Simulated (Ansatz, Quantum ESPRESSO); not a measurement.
# Ballistic transmission: 4 layers of Na in Ca(100), on the host's sites, part 3 of 4

Aim: the zero-bias transmission with pwcond for this junction: 4 layers of Na in Ca(100), on the host's sites.

Quantum ESPRESSO 7.5; plane-wave DFT, PBE, GBRV ultrasoft pseudopotentials; cross-check by Ansatz 0.2.0 with PAW datasets.

So far. Step 2 (Ground state): The run needed 14 iterations to bring the estimated error under 1e-07 Ry; the largest force on any atom, held or free, is 0.05 eV/Å. Step 3 (Transmission with pwcond.x): At no point does T exceed the number of channels.

## Step 4: Transmission with pwcond.x, with ewind = 1.0

Level of this step: transmission by pwcond, lead and junction from one cell; plane-wave DFT, PBE, GBRV ultrasoft pseudopotentials (Quantum ESPRESSO).

How much does a setting matter? One run is repeated with a change.

cond.w.in

```
&inputcond
  outdir = './out'
  prefixt = 'scf'
  tran_file = 'cond.w.dat'
  bdl = 1.4142135624
  bds = 10.9770380309
  ikind = 1
  ewind = 1.0
  epsproj = 1e-05
  nz1 = 7
  energy0 = 0.4
  denergy = -0.4
/
21
  0.00000000 0.00000000 0.01000000
  0.00000000 0.10000000 0.04000000
  0.00000000 0.20000000 0.04000000
  0.00000000 0.30000000 0.04000000
  0.00000000 0.40000000 0.04000000
  0.00000000 0.50000000 0.02000000
  0.10000000 0.10000000 0.04000000
  0.10000000 0.20000000 0.08000000
  0.10000000 0.30000000 0.08000000
  0.10000000 0.40000000 0.08000000
  0.10000000 0.50000000 0.04000000
  0.20000000 0.20000000 0.04000000
  0.20000000 0.30000000 0.08000000
  0.20000000 0.40000000 0.08000000
  0.20000000 0.50000000 0.04000000
  0.30000000 0.30000000 0.04000000
  0.30000000 0.40000000 0.08000000
  0.30000000 0.50000000 0.04000000
  0.40000000 0.40000000 0.04000000
  0.40000000 0.50000000 0.04000000
  0.50000000 0.50000000 0.01000000
3
```

Started as:

```sh
> OMP_NUM_THREADS=1 mpirun -n 4 pwcond.x -in cond.w.in > cond.w.out
```

The log of the run:

```text
[banner, memory and clock lines left out]
Program PWCOND v.7.5 starts
[citation notice left out]

[...]
./out/scf.save/

     IMPORTANT: XC functional enforced from input :
     Exchange-correlation= PBE
                           (   1   4   3   4   0   0   0)
     Any further DFT definition will be discarded
     Please, verify this is what you really want

     Reading collected, re-writing distributed wavefunctions

===== INPUT FILE containing all the regions =====

     GEOMETRY:

     lattice parameter (alat)  =       7.3760  a.u.
     the volume                =    4405.0821 (a.u.)^3
     the cross section         =      54.4059 (a.u.)^2
     l of the unit cell        =      10.9770 (alat)
     number of atoms/cell      =           16
     number of atomic types    =            2

     crystal axes: (cart. coord. in units of alat)
               a(1) = (  1.0000  0.0000  0.0000 )
               a(2) = (  0.0000  1.0000  0.0000 )
               a(3) = (  0.0000  0.0000 10.9770 )

   Cartesian axes

     site n.     atom                  positions (alat units)
          1        Ca     tau(  1)=(  0.0000  0.0000 10.9770  )
          2        Ca     tau(  2)=(  0.5000  0.5000  0.7071  )
          3        Ca     tau(  3)=(  0.0000  0.0000  1.4142  )
          4        Ca     tau(  4)=(  0.5000  0.5000  2.1213  )
          5        Ca     tau(  5)=(  0.0000  0.0000  2.8284  )
          6        Ca     tau(  6)=(  0.5000  0.5000  3.5355  )
          7        Na     tau(  7)=(  0.0000  0.0000  4.2006  )
          8        Na     tau(  8)=(  0.5000  0.5000  4.8235  )
          9        Na     tau(  9)=(  0.0000  0.0000  5.4464  )
         10        Na     tau( 10)=(  0.5000  0.5000  6.0694  )
         11        Ca     tau( 11)=(  0.0000  0.0000  6.7344  )
         12        Ca     tau( 12)=(  0.5000  0.5000  7.4415  )
         13        Ca     tau( 13)=(  0.0000  0.0000  8.1486  )
         14        Ca     tau( 14)=(  0.5000  0.5000  8.8557  )
         15        Ca     tau( 15)=(  0.0000  0.0000  9.5628  )
         16        Ca     tau( 16)=(  0.5000  0.5000 10.2699  )

     nr1s                      =           30
     nr2s                      =           30
     nr3s                      =          360
     nr1sx                     =           30
     nr2sx                     =           30
     nr3sx                     =          360
     nr1                       =           36
     nr2                       =           36
     nr3                       =          375
     nr1x                      =           36
     nr2x                      =           36
     nr3x                      =          375

 _______________________________
  Radii of nonlocal spheres:

     type       ibeta     ang. mom.          radius (alat units)
       Ca         1         0                    0.2728
       Ca         2         0                    0.2728
       Ca         3         1                    0.2728
       Ca         4         1                    0.2728
       Ca         5         2                    0.2728
       Ca         6         2                    0.2728
       Na         1         0                    0.2736
       Na         2         0                    0.2736
       Na         3         1                    0.2736
       Na         4         1                    0.2736
       Na         5         2                    0.2736
----- General information -----

--- T calc. with identical leads (ikind=1) ---

     nrx                       =           30
     nry                       =           30
     nz1                       =            7

     energy0               =         4.0E-01
     denergy               =        -4.0E-01
     nenergy               =          3
     ecut2d                =         4.0E+01
     ewind                 =         1.0E+00
     epsproj               =         1.0E-05

     number of k_|| points=   21
                       cryst. coord.
        k(    1) = (   0.0000000   0.0000000), wk =   0.0100000
        k(    2) = (   0.0000000   0.1000000), wk =   0.0400000
[...]
k(   21) = (   0.5000000   0.5000000), wk =   0.0100000
----- Information about left/right lead -----

     nocros                   =           18
     noins                    =           18
     norb                     =           54
     norbf                    =          250
     nrz                      =           46

      iorb      type   ibeta   ang. mom.   m       position (alat)
        1        1       1        0        1   taunew(   1)=(  0.0000  0.0000  0.0000)
        2        1       2        0        1   taunew(   2)=(  0.0000  0.0000  0.0000)
[...]
54        1       6        2        5   taunew(  54)=(  0.0000  0.0000  1.4142)
    k slab    z(k)  z(k+1)     crossing(iorb=1,norb)
    1   0.0000 0.0307 0.0307   111111111111111111000000000000000000000000000000000000
    2   0.0307 0.0615 0.0307   111111111111111111000000000000000000000000000000000000
[...]
46   1.3835 1.4142 0.0307   000000000000000000000000000000000000111111111111111111
----- Information about scattering region -----

     noins                    =          214
     norb                     =          250
     norbf                    =          250
     nrz                      =          314

      iorb      type   ibeta   ang. mom.   m       position (alat)
        1        1       1        0        1   taunew(   1)=(  0.0000  0.0000 -0.0000)
        2        1       2        0        1   taunew(   2)=(  0.0000  0.0000 -0.0000)
[...]
250        1       6        2        5   taunew( 250)=(  0.0000  0.0000  9.5628)
 ngper, shell number =          177          27
 ngper, n2d =          177          73
---  E-Ef =    0.4000000  k =    0.0000000   0.0000000
---  ie =          1  ik =          1
 Nchannels of the left tip =            0
 Right moving states:
   k1(2pi/a)   k2(2pi/a)   E-Ef (eV)
 Left moving states:
   k1(2pi/a)   k2(2pi/a)   E-Ef (eV)

 to transmit
          E-Ef(ev), T =    0.4000000   0.0000000
---  E-Ef =    0.0000000  k =    0.0000000   0.0000000
---  ie =          2  ik =          1
 Nchannels of the left tip =            0
 Right moving states:
   k1(2pi/a)   k2(2pi/a)   E-Ef (eV)
 Left moving states:
   k1(2pi/a)   k2(2pi/a)   E-Ef (eV)

 to transmit
          E-Ef(ev), T =    0.0000000   0.0000000
---  E-Ef =   -0.4000000  k =    0.0000000   0.0000000
---  ie =          3  ik =          1
 Nchannels of the left tip =            0
 Right moving states:
   k1(2pi/a)   k2(2pi/a)   E-Ef (eV)
 Left moving states:
   k1(2pi/a)   k2(2pi/a)   E-Ef (eV)

 to transmit
          E-Ef(ev), T =   -0.4000000   0.0000000
 ngper, shell number =          177          90
 ngper, n2d =          177          73
[... further energies and points left out ...]
---  E-Ef =    0.4000000  k =    0.5000000   0.5000000
---  ie =          1  ik =         21
 Nchannels of the left tip =            0
 Right moving states:
   k1(2pi/a)   k2(2pi/a)   E-Ef (eV)
 Left moving states:
   k1(2pi/a)   k2(2pi/a)   E-Ef (eV)

 to transmit
          E-Ef(ev), T =    0.4000000   0.0000000
---  E-Ef =    0.0000000  k =    0.5000000   0.5000000
---  ie =          2  ik =         21
 Nchannels of the left tip =            2
 Right moving states:
   k1(2pi/a)   k2(2pi/a)   E-Ef (eV)
   0.3421849   0.0000079   0.0000000
   0.3436534  -0.0000000   0.0000000
 Left moving states:
   k1(2pi/a)   k2(2pi/a)   E-Ef (eV)
  -0.3421849   0.0000079   0.0000000
  -0.3436534  -0.0000000   0.0000000

 to transmit
 Band j to band i transmissions and reflections:
    j         i     |T_ij|^2    |R_ij|^2

    1 -->     1     0.00001     0.99999
    1 -->     2     0.00000     0.00000
   Total T_j, R_j =    0.00001  0.99999

    2 -->     1     0.00000     0.00000
    2 -->     2     0.00001     0.99999
   Total T_j, R_j =    0.00001  0.99999

E-Ef(ev), T(x2 spins) =    0.0000000   0.0000205
---  E-Ef =   -0.4000000  k =    0.5000000   0.5000000
---  ie =          3  ik =         21
 Nchannels of the left tip =            2
 Right moving states:
   k1(2pi/a)   k2(2pi/a)   E-Ef (eV)
   0.1148450   0.0000078  -0.4000000
   0.1171108  -0.0000000  -0.4000000
 Left moving states:
   k1(2pi/a)   k2(2pi/a)   E-Ef (eV)
  -0.1148450   0.0000078  -0.4000000
  -0.1171108  -0.0000000  -0.4000000

 to transmit
 Band j to band i transmissions and reflections:
    j         i     |T_ij|^2    |R_ij|^2

    1 -->     1     0.00000     1.00000
    1 -->     2     0.00000     0.00000
   Total T_j, R_j =    0.00000  1.00000

    2 -->     1     0.00000     0.00000
    2 -->     2     0.00000     1.00000
   Total T_j, R_j =    0.00000  1.00000

E-Ef(ev), T(x2 spins) =   -0.4000000   0.0000019
   T_tot     0.40000      0.12900E+01
   T_tot     0.00000      0.11146E+01
   T_tot    -0.40000      0.11539E+01

[...]
```

It took 2.6 min on 4 MPI ranks of Arm Neoverse V2, shared host; peak memory 0.56 GiB; 10 min of CPU time.

The changed values were drawn from a wide range, not chosen for quality; the comparison shows what they did here together.

Beside the run it was changed from:

```tsv
quantity	this run	unchanged run	difference
transmission at the Fermi level, one spin	0.5573	0.5570	3.5e-4
lead channels at the Fermi level, one spin	1.100	1.100	0
wall time (s)	156	252
```

Over all energies T moves by up to 3.5e-4, at 0 eV.

The physical values in this table move by up to 0.062 %.

(Part 3 of 4 ends here.)

[Logs are printed without paths, hosts, clocks, repeated set-up lines and the standing remarks that a program may print on its own settings, such as how far it seeks lower states.]

[Hosts, paths, dates, database ids (printed as entryN), source tags and the programs' standing remarks are cut or masked in the printed files.]

[Maps of the electrostatic potential energy from Ansatz leave out the sawtooth potential of an applied field or a dipole correction, so their vacuum need not be flat; planar profiles and work functions include it.]
